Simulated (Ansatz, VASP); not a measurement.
Fe: VASP beside Ansatz

The input INCAR:

```
SYSTEM = Fe
PREC = Accurate ; ENCUT = 520
EDIFF = 1E-7 ; ISMEAR = 0
SIGMA = 0.1 ; LREAL = .FALSE.
LASPH = .TRUE. ; NELM = 150
ALGO = Normal ; ISIF = 2
LWAVE = .FALSE. ; LCHARG = .FALSE.
ISPIN = 2 ; MAGMOM = 4 4 4 4 4 4 4 4
LORBIT = 11 ; LMAXMIX = 4
GGA = PS ; NBANDS = 46
```

File KPOINTS:

```
Automatic mesh
0
G
  4 4 4
  0 0 0
```

POSCAR

```
Fe
1.0
    4.5651422198      0.0000000000      0.0000000000
    0.0000000000      4.5651422198      0.0000000000
    0.0000000000      0.0000000000      4.5651422198
Fe
8
Direct
    0.5000000000      0.5000000000      0.5000000000
    0.0000000000      0.0000000000      0.0000000000
    0.2500000000      0.0000000000      0.5000000000
    0.5000000000      0.2500000000      0.0000000000
    0.5000000000      0.7500000000      0.0000000000
    0.7500000000      0.0000000000      0.5000000000
    0.0000000000      0.5000000000      0.7500000000
    0.0000000000      0.5000000000      0.2500000000
```

Input for Ansatz:

```yaml
crystal:
  lattice:
    - [4.5651422198, 0.0, 0.0]
    - [0.0, 4.5651422198, 0.0]
    - [0.0, 0.0, 4.5651422198]
  atoms:
    - { symbol: Fe, position: [0.5, 0.5, 0.5], spin: 4.0 }
    - { symbol: Fe, position: [0.0, 0.0, 0.0], spin: 4.0 }
    - { symbol: Fe, position: [0.25, 0.0, 0.5], spin: 4.0 }
    - { symbol: Fe, position: [0.5, 0.25, 0.0], spin: 4.0 }
    - { symbol: Fe, position: [0.5, 0.75, 0.0], spin: 4.0 }
    - { symbol: Fe, position: [0.75, 0.0, 0.5], spin: 4.0 }
    - { symbol: Fe, position: [0.0, 0.5, 0.75], spin: 4.0 }
    - { symbol: Fe, position: [0.0, 0.5, 0.25], spin: 4.0 }
basis:
  ecutwfc: 420
kpoints:
  mp_grid: { grid: [4, 4, 4] }
hamiltonian:
  xc: pbesol
scf:
  occupations: { method: gaussian, width: 0.1 }
  lower_state_search: "off"
output:
  forces: true
  stress: true
  eigenvalues: true
  populations: true
magnetization:
  spin_polarized: true
```

Alike in both runs: task single point; functional PBEsol; k mesh 4 × 4 × 4; occupations gaussian, width 0.1 eV; collinear spin.

|  | VASP | Ansatz |
| --- | --- | --- |
| version | VASP 6.6.1 | Ansatz 0.2.0 |
| potentials or method | VASP PAW PBE potentials, release 64 (Fe) | scalar-relativistic, plane waves, PAW |
| plane-wave cutoff (eV) | 520 | 420 |
| valence electrons in the cell | 64 | 128 |

```csv
,VASP,Ansatz,Ansatz less VASP
gap on the k mesh at the Fermi level (eV),none,none,-
pressure (GPa),-12.5,-13.1,-0.60
net moment per atom (μB),2.30,2.26,-0.035
size of the moment on the site where the two differ most (μB),2.32,2.31,-0.011
```

Site moments also hang on the region over which each program counts them. A gap of «none» marks a metal or a gap that the smearing closes. The two sets of potentials don't hold the same shells in valence.

Caveats: the PAW data sets were made with another functional, which shifts forces and pressure a little (VASP).
